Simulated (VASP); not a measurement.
# MgS in VASP 6.6.1, single-point calculation

INCAR

```
EDIFF = 1E-7
SIGMA = 0.01
LREAL = .FALSE.
LCHARG = .FALSE.
NBANDS = 11
NSW = 0
LWAVE = .FALSE.
ISIF = 2
METAGGA = SCAN
NELM = 120
IBRION = -1
ISMEAR = 0
ALGO = Normal
PREC = Accurate
ENCUT = 520
LASPH = .TRUE.
```

KPOINTS

```
KPOINTS created by Atomic Simulation Environment
0
Gamma
8 8 8
0 0 0
```

POSCAR

```
Mg S
 1.0000000000000000
    -0.0000000000000000    2.6015179370171326    2.6015179370171326
     2.6015179370171326    0.0000000000000000    2.6015179370171326
     2.6015179370171326    2.6015179370171326   -0.0000000000000000
 Mg  S
   1   1
Cartesian
 -0.0000000000000000 -0.0000000000000000  0.0000000000000000
  2.6015179370171331  2.6015179370171331  2.6015179370171331
```

The recommended PBE PAW datasets give the neutral cell 8 valence electrons.

Command

```
mpirun -np 1 vasp_std
```

Predict the outcome of this run.

It converged. Results: gap between bands v and c on the k mesh 3.42 eV; least direct gap on the k mesh 4.61 eV; pressure -0.9 GPa. Band v is the last that the valence electrons fill when counted band by band, and c is the next.

OSZICAR

```
N       E                     dE             d eps       ncg     rms          rms(c)
DAV:   1     0.107022985437E+02    0.10702E+02   -0.36537E+03   686   0.607E+02
DAV:   2    -0.183130484772E+02   -0.29015E+02   -0.27656E+02   805   0.105E+02
DAV:   3    -0.196148248077E+02   -0.13018E+01   -0.13000E+01   774   0.231E+01
DAV:   4    -0.196223951852E+02   -0.75704E-02   -0.75700E-02   784   0.210E+00
DAV:   5    -0.196224626510E+02   -0.67466E-04   -0.67465E-04   775   0.186E-01    0.479E+00
DAV:   6    -0.179379540323E+02    0.16845E+01   -0.93378E-01   680   0.531E+00    0.449E+00
DAV:   7    -0.179392862847E+02   -0.13323E-02   -0.21939E-01   752   0.262E+00    0.278E+00
DAV:   8    -0.179497721951E+02   -0.10486E-01   -0.15385E-02   711   0.943E-01    0.209E-01
DAV:   9    -0.179494264596E+02    0.34574E-03   -0.83764E-04   743   0.143E-01    0.740E-02
DAV:  10    -0.179493688066E+02    0.57653E-04   -0.14342E-04   716   0.964E-02    0.109E-01
DAV:  11    -0.179493459801E+02    0.22826E-04   -0.24108E-06   746   0.130E-02    0.763E-03
DAV:  12    -0.179493480785E+02   -0.20985E-05   -0.14923E-07   795   0.239E-03    0.801E-03
DAV:  13    -0.179493478961E+02    0.18246E-06   -0.21872E-08   436   0.124E-03    0.311E-04
DAV:  14    -0.179493478614E+02    0.34701E-07   -0.16978E-09   415   0.331E-04
   1 F= -.17949348E+02 E0= -.17949348E+02  d E =-.164598E-86
```

For comparison, a separate r²SCAN run of the intended cell, on usual settings and not on those above, gives a gap of 3.43 eV on its mesh and a pressure of -0.5 GPa.
